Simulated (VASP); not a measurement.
# Bi (Im-3m) in VASP: notebook

One crystal, Bi, is run at these levels: r2SCAN; tasks: equation of state.

All numbers are computed with VASP 6.6.1; they aren't measurements. Logs are shortened: lines on timing, memory, paths and dates and some standing lists are left out, and cuts for length are marked.

## 1. The structure

The structure is cubic, space group Im-3m (No. 229). The conventional cell has a = 3.963 Å, b = 3.963 Å, c = 3.963 Å, α = 90.00°, β = 90.00°, γ = 90.00°. Bi (site symmetry m-3m) is surrounded by 8 Bi at 3.43 Å.

This isn't the form of Bi at room conditions, which is rhombohedral.

## 2. Equation of state, r2SCAN, 29.25 Å³/atom (volume scaled by 0.94)

Input file INCAR:

```
ALGO = Normal ; EDIFF = 1E-7
ENCUT = 520 ; ISIF = 2
ISMEAR = -1 ; LASPH = T
LCHARG = F ; LMIXTAU = T
LREAL = F ; LWAVE = F
METAGGA = R2SCAN ; NELM = 80
PREC = Accurate ; SIGMA = 0.05
```

Input file KPOINTS:

```
k-points
0
Gamma
  9 9 9
```

Input file POSCAR:

```
Bi
1.0
   -1.9409818243      1.9409818243      1.9409818243
    1.9409818243     -1.9409818243      1.9409818243
    1.9409818243      1.9409818243     -1.9409818243
Bi
1
Direct
    0.0000000000      0.0000000000      0.0000000000
```

Potentials or basis: VASP PAW PBE potentials, release 64 (Bi_d).

The run is started by

```console
cat potpaw_PBE.64/Bi_d/POTCAR > POTCAR
mpirun -np 1 vasp_std > vasp.out
```

OUTCAR:

```text
EDIFF = 1E-7
   ENCUT = 520
   ISIF = 2
   ISMEAR = -1
   LASPH = T
   LREAL = F
   METAGGA = R2SCAN
   NELM = 80
   PREC = Accurate

 Found     35 irreducible k-points:

 Following reciprocal coordinates:
            Coordinates               Weight
  0.000000  0.000000  0.000000      1.000000
  0.111111  0.000000  0.000000     12.000000
  0.222222  0.000000  0.000000     12.000000
  0.333333  0.000000  0.000000     12.000000
  0.444444  0.000000  0.000000     12.000000
  0.111111  0.111111  0.000000     24.000000
   k-points           NKPTS =     35   k-points in BZ     NKDIM =     35   number of bands    NBANDS=     11
   number of dos      NEDOS =    301   number of ions     NIONS =      1
   total plane-waves  NPLWV =  21952
   dimension x,y,z NGX =    28 NGY =   28 NGZ =   28
   dimension x,y,z NGXF=    56 NGYF=   56 NGZF=   56
   ions per type =               1
   NGX,Y,Z   is equivalent  to a cutoff of  13.85, 13.85, 13.85 a.u.
   NGXF,Y,Z  is equivalent  to a cutoff of  27.69, 27.69, 27.69 a.u.
 SYSTEM =  unknown system
   PREC   = accura    normal or accurate (medium, high low for compatibility)
   ISTART =      0    job   : 0-new  1-cont  2-samecut
   ICHARG =      2    charge: 1-file 2-atom 10-const
   ISPIN  =      1    spin polarized calculation?
   LNONCOLLINEAR =      F non collinear calculations
   LSORBIT =      F    spin-orbit coupling
   LASPH  =      T    aspherical Exc in radial PAW
   ENCUT  =  520.0 eV  38.22 Ry    6.18 a.u.   6.25  6.25  6.25*2*pi/ulx,y,z
   NELM   =     80;   NELMIN=  2; NELMDL= -5     # of ELM steps
   EDIFF  = 0.1E-06   stopping-criterion for ELM
   LREAL  =      F    real-space projection
   EDIFFG = 0.1E-05   stopping-criterion for IOM
   NSW    =      0    number of steps for IOM
   IBRION =     -1    ionic relax: 0-MD 1-quasi-New 2-CG
   NFREE  =      0    steps in history (QN), initial steepest desc. (CG)
   ISIF   =      2    stress and relaxation
   ISYM   =      2    0-nonsym 1-usesym 2-fastsym
   POTIM  = 0.5000    time-step for ionic-motion
   TEBEG  =    0.0;   TEEND  =   0.0 temperature during run
   PSTRESS=    0.0 pullay stress
   NELECT =      15.0000    total number of electrons
   NUPDOWN=      -1.0000    fix difference up-down
   EMIN   =  10.00;   EMAX   =-10.00  energy-range for DOS
   EFERMI =   0.00;   METHOD = LEGACY
   ISMEAR =    -1;   SIGMA  =   0.05  broadening in eV -4-tet -1-fermi 0-gaus
   EFERMI_NEDOS =   21; number of points for ismear=-14 and -15
   IALGO  =     38    algorithm
   IMIX   =      4    mixing-type and parameters
     AMIX     =   0.40;   BMIX     =  1.00
     AMIX_MAG =   1.60;   BMIX_MAG =  1.00
  volume/ion in A,a.u.               =      29.25       197.39
  Fermi-wavevector in a.u.,A,eV,Ry     =   1.310380  2.476258 23.362491  1.717095
  Thomas-Fermi vector in A             =   2.440914
   LORBIT       =      0    0 simple, 1 ext, 2 COOP (PROOUT), +10 PAW based schemes
   METAGGA = R2SCAN    functional components
   LHFCALC =     F    Hartree Fock is set to
   AEXX    =    0.0000 exact exchange contribution
   IVDW    =     0    specifies the selected vdW correction
   LEPSILON=     F    determine dielectric tensor
   LRPA    =     F    only Hartree local field effects (RPA)
 non-spin polarized calculation
  energy-cutoff  :      520.00
  volume of cell :       29.25
 maximum number of plane-waves:       794
 NGX is ok and might be reduce to    28
   NGX = 13   NGY = 13   NGZ = 13

 number of electron      15.0000005 magnetization

 Free energy of the ion-electron system (eV)
  ---------------------------------------------------
  ext. energy  EPLUGINS =         0.00000000
  ---------------------------------------------------
  free energy    TOTEN  =       -58.26449985 eV

  energy without entropy =      -58.25932522  energy(sigma->0) =      -58.26191254

 E-fermi :   8.8220     XC(G=0): -11.3997

 val. band max:        8.7987070372   @ k =   0.2222   0.0000   0.0000
 cond. band min:       8.8665944302   @ k =  -0.2222   0.2222   0.1111
 fundamental gap:      0.0678873930
 Fermi energy:         8.8219736013

 k-point     1 :       0.0000    0.0000    0.0000
  band No.  band energies     occupation
      1     -15.1683      2.00000
      2     -15.1683      2.00000
      3     -15.1683      2.00000
      4     -14.9938      2.00000
      5     -14.9938      2.00000
      6      -5.9545      2.00000
      7      14.4654      0.00000
      8      14.4654      0.00000
      9      14.4654      0.00000
     10      19.6283      0.00000
     11      19.9185      0.00000

 k-point     2 :       0.1111    0.0000    0.0000
  band No.  band energies     occupation
      1     -15.1747      2.00000
      2     -15.1580      2.00000
      3     -15.1357      2.00000
      4     -15.0011      2.00000
      5     -14.9952      2.00000
      6      -5.6982      2.00000
      7      12.2951      0.00000
      8      13.6984      0.00000
      9      14.2311      0.00000
     10      18.3025      0.00000
     11      18.9339      0.00000

 k-point     3 :       0.2222    0.0000    0.0000
  band No.  band energies     occupation
      1     -15.1909      2.00000
      2     -15.1380      2.00000
      3     -15.0522      2.00000
      4     -15.0149      2.00000
      5     -14.9986      2.00000
      6      -4.9426      2.00000
      7       8.7987      1.22856
      8      12.2787      0.00000
      9      13.6279      0.00000
     10      16.8366      0.00000
     11      17.8854      0.00000

 k-point     4 :       0.3333    0.0000    0.0000
  band No.  band energies     occupation
      1     -15.2093      2.00000
      2     -15.1322      2.00000
      3     -15.0156      2.00000
      4     -15.0023      2.00000
      5     -14.9555      2.00000
      6      -3.7675      2.00000
      7       5.5809      2.00000
      8      11.0746      0.00000
      9      12.9833      0.00000
     10      15.9271      0.00000
     11      17.1849      0.00000

 k-point     5 :       0.4444    0.0000    0.0000
  band No.  band energies     occupation
      1     -15.2213      2.00000
      2     -15.1396      2.00000
      3     -15.0062      2.00000
      4     -15.0047      2.00000
      5     -14.8913      2.00000
      6      -2.5580      2.00000
      7       3.3108      2.00000
      8      10.4131      0.00000
      9      12.5960      0.00000
     10      15.4950      0.00000
     11      16.8382      0.00000

 k-point     6 :       0.1111    0.1111    0.0000
  band No.  band energies     occupation
      1     -15.1755      2.00000
      2     -15.1531      2.00000
      3     -15.0771      2.00000
      4     -15.0124      2.00000
      5     -14.9977      2.00000
      6      -5.1917      2.00000
      7       9.9778      0.00000
      8      12.3136      0.00000
      9      13.4200      0.00000
     10      18.0237      0.00000
     11      18.2614      0.00000

 [... further k-points ...]

------------------------ aborting loop because EDIFF is reached ----------------------------------------

  FORCE on cell =-STRESS in cart. coord.  units (eV):
  Direction    XX          YY          ZZ          XY          YZ          ZX
  --------------------------------------------------------------------------------------
  -------------------------------------------------------------------------------------
  Total        0.7410046      0.7410046      0.7410046     -0.0000000      0.0000000     -0.0000000
  in kB       40.5888824     40.5888824     40.5888824     -0.0000000      0.0000000     -0.0000000
  external PRESSURE =      40.5888824 kB  Pullay stress =       0.0000000 kB

 VOLUME and BASIS-vectors are now :
 -----------------------------------------------------------------------------
  energy-cutoff  :      520.00
  volume of cell :       29.25
      direct lattice vectors                 reciprocal lattice vectors
    -1.940981824  1.940981824  1.940981824     0.000000000  0.257601588  0.257601588
     1.940981824 -1.940981824  1.940981824     0.257601588  0.000000000  0.257601588
     1.940981824  1.940981824 -1.940981824     0.257601588  0.257601588  0.000000000

 POSITION                                       TOTAL-FORCE (eV/Angst)
 -----------------------------------------------------------------------------------
      0.00000      0.00000      0.00000         0.000000     -0.000000      0.000000
 -----------------------------------------------------------------------------------
    total drift:                               -0.000000     -0.000000     -0.000000

  FREE ENERGIE OF THE ION-ELECTRON SYSTEM (eV)
  ---------------------------------------------------
  free  energy   TOTEN  =       -58.2644998535 eV

  energy  without entropy=      -58.2593252214  energy(sigma->0) =      -58.26191254
```

It took 46 s on 1 thread of Intel Xeon Platinum 8488C (Sapphire Rapids), shared host; peak memory 0.16 GiB.

What came out:

```yaml
Free_energy: -58.2645 eV
Pressure: 4.1 GPa
Band_gap_on_the_k_mesh: none (metal or under the smearing width)
```

Caveat: the PAW data sets were made with another functional, which shifts forces and pressure a little; spin-orbit coupling is left out, which moves the levels of the heavy elements.

## 3. Equation of state, r2SCAN, 29.87 Å³/atom (volume scaled by 0.96)

Input file INCAR:

```
ALGO = Normal
EDIFF = 1E-7
ENCUT = 520
ISIF = 2
ISMEAR = -1
LASPH = T
LCHARG = F
LMIXTAU = T
LREAL = F
LWAVE = F
METAGGA = R2SCAN
NELM = 80
PREC = Accurate
SIGMA = 0.05
```

KPOINTS is that of step 2.

Input file POSCAR:

```
Bi
1.0
   -1.9546511608      1.9546511608      1.9546511608
    1.9546511608     -1.9546511608      1.9546511608
    1.9546511608      1.9546511608     -1.9546511608
Bi
1
Direct
    0.0000000000      0.0000000000      0.0000000000
```

Potentials or basis: VASP PAW PBE potentials, release 64 (Bi_d).

The run is started by

```console
cat potpaw_PBE.64/Bi_d/POTCAR > POTCAR
mpirun -np 1 vasp_std > vasp.out
```

It took 39 s on 1 thread of Intel Xeon Platinum 8488C (Sapphire Rapids), shared host; peak memory 0.16 GiB.

Results (log left out):

| Property | Result |
| --- | --- |
| Free energy | -58.2777 eV |
| Pressure | 2.5 GPa |
| Band gap on the k mesh | none (metal or under the smearing width) |

Caveat: the PAW data sets were made with another functional, which shifts forces and pressure a little; spin-orbit coupling is left out, which moves the levels of the heavy elements.

## 4. Equation of state, r2SCAN, 30.49 Å³/atom (volume scaled by 0.98)

Input file INCAR:

```
SYSTEM = Bi
PREC = Accurate
ENCUT = 520
EDIFF = 1E-7
ISMEAR = -1
SIGMA = 0.05
LREAL = .FALSE.
LASPH = .TRUE.
NELM = 100
ALGO = Normal
ISIF = 2
LWAVE = .FALSE.
LCHARG = .FALSE.
METAGGA = R2SCAN
LMIXTAU = .TRUE.
```

Input file KPOINTS:

```
regular mesh
0
G
  9 9 9
  0 0 0
```

Input file POSCAR:

```
Bi
1.0
   -1.9681319396      1.9681319396      1.9681319396
    1.9681319396     -1.9681319396      1.9681319396
    1.9681319396      1.9681319396     -1.9681319396
Bi
1
Direct
    0.0000000000      0.0000000000      0.0000000000
```

The run is started by

```console
cat potpaw_PBE.64/Bi_d/POTCAR > POTCAR
mpirun -np 1 vasp_std > vasp.out
```

Run time: 41 s. Hardware: 1 thread of Intel Xeon Platinum 8488C (Sapphire Rapids), shared host; peak memory 0.16 GiB.

Results (log left out):

```
Free energy            : -58.2855 eV
Pressure               : 1.2 GPa
Band gap on the k mesh : none (metal or under the smearing width)
```

Caveat: the PAW data sets were made with another functional, which shifts forces and pressure a little; spin-orbit coupling is left out, which moves the levels of the heavy elements.

## 5. Equation of state, r2SCAN, 31.74 Å³/atom (volume scaled by 1.02)

Input file INCAR:

```
PREC     = Accurate       # precision mode
ENCUT    = 520            # plane-wave cutoff, eV
EDIFF    = 1E-6           # SCF threshold, eV
ISMEAR   = -1             # smearing method
SIGMA    = 0.05           # smearing width, eV
LREAL    = F              # projectors in reciprocal space
LASPH    = T              # aspherical terms in the spheres
NELM     = 80             # most SCF steps
ALGO     = Normal         # electronic algorithm
ISIF     = 2              # what is computed and relaxed
LWAVE    = F              # write WAVECAR
LCHARG   = F              # write CHGCAR
METAGGA  = R2SCAN         # meta-GGA
LMIXTAU  = T
```

Input file KPOINTS:

```
regular mesh
0
Gamma
  9 9 9
```

Input file POSCAR:

```
Bi
1.0
   -1.9945529707      1.9945529707      1.9945529707
    1.9945529707     -1.9945529707      1.9945529707
    1.9945529707      1.9945529707     -1.9945529707
Bi
1
Direct
    0.0000000000      0.0000000000      0.0000000000
```

The run is started by

```console
cat potpaw_PBE.64/Bi_d/POTCAR > POTCAR
mpirun -np 1 vasp_std > vasp.out
```

Run time: 43 s. Hardware: 1 thread of Intel Xeon Platinum 8488C (Sapphire Rapids), shared host; peak memory 0.16 GiB.

Results (log left out):

```yaml
Free_energy: -58.2866 eV
Pressure: -1.1 GPa
Band_gap_on_the_k_mesh: none (metal or under the smearing width)
```

Caveat: the PAW data sets were made with another functional, which shifts forces and pressure a little; spin-orbit coupling is left out, which moves the levels of the heavy elements.

## 6. Equation of state, r2SCAN, 32.36 Å³/atom (volume scaled by 1.04)

Input file INCAR:

```
SYSTEM = Bi
  PREC = Accurate
  ENCUT = 520
  EDIFF = 1E-6
  ISMEAR = -1
  SIGMA = 0.05
  LREAL = .False.
  LASPH = .True.
  NELM = 80
  ALGO = Normal
  ISIF = 2
  LWAVE = .False.
  LCHARG = .False.
  METAGGA = R2SCAN
  LMIXTAU = .True.
```

Input file KPOINTS:

```
Automatic mesh
0
Gamma
  9 9 9
  0 0 0
```

Input file POSCAR:

```
Bi
1.0
   -2.0075049763      2.0075049763      2.0075049763
    2.0075049763     -2.0075049763      2.0075049763
    2.0075049763      2.0075049763     -2.0075049763
Bi
1
Direct
    0.0000000000      0.0000000000      0.0000000000
```

Potentials or basis: VASP PAW PBE potentials, release 64 (Bi_d).

The run is started by

```console
cat potpaw_PBE.64/Bi_d/POTCAR > POTCAR
mpirun -np 1 vasp_std > vasp.out
```

Wall time 40 s (1 thread of Intel Xeon Platinum 8488C (Sapphire Rapids), shared host); peak memory 0.16 GiB.

Results (log left out):

* Free energy: -58.2809 eV
* Pressure: -1.9 GPa
* Band gap on the k mesh: none (metal or under the smearing width)

Caveat: the PAW data sets were made with another functional, which shifts forces and pressure a little; spin-orbit coupling is left out, which moves the levels of the heavy elements.

## 7. Equation of state, r2SCAN, 32.98 Å³/atom (volume scaled by 1.06)

Input file INCAR:

```
SYSTEM = Bi
PREC = Accurate ; ENCUT = 520
EDIFF = 1E-7 ; ISMEAR = -1
SIGMA = 0.05 ; LREAL = .False.
LASPH = .True. ; NELM = 100
ALGO = Normal ; ISIF = 2
LWAVE = .False. ; LCHARG = .False.
METAGGA = R2SCAN ; LMIXTAU = .True.
```

KPOINTS is that of step 6.

Input file POSCAR:

```
Bi
1.0
   -2.0202919770      2.0202919770      2.0202919770
    2.0202919770     -2.0202919770      2.0202919770
    2.0202919770      2.0202919770     -2.0202919770
Bi
1
Direct
    0.0000000000      0.0000000000      0.0000000000
```

The run is started by

```console
cat potpaw_PBE.64/Bi_d/POTCAR > POTCAR
mpirun -np 1 vasp_std > vasp.out
```

Run time: 51 s. Hardware: 1 thread of Intel Xeon Platinum 8488C (Sapphire Rapids), shared host; peak memory 0.16 GiB.

It converged, with:

| Item | Value |
| --- | --- |
| Free energy | -58.2715 eV |
| Pressure | -2.9 GPa |
| Band gap on the k mesh | none (metal or under the smearing width) |

Caveat: the PAW data sets were made with another functional, which shifts forces and pressure a little; spin-orbit coupling is left out, which moves the levels of the heavy elements.

## 8. Equation of state, r2SCAN

This step only gathers the single runs of the series.

Results:

```yaml
Equilibrium_volume: 31.19 Å³/atom
Bulk_modulus: 57 GPa
Pressure_derivative_of_the_bulk_modulus: 4.0
```

Energy against volume, from the lowest point:
```
volume (Å³/atom)  energy (meV/atom)
          29.250              23.77
          29.872              10.58
          30.495               2.82
          31.117               0.00
          31.739               1.67
          32.362               7.39
          32.984              16.74
```

Caveat: the PAW data sets were made with another functional, which shifts forces and pressure a little; spin-orbit coupling is left out, which moves the levels of the heavy elements.
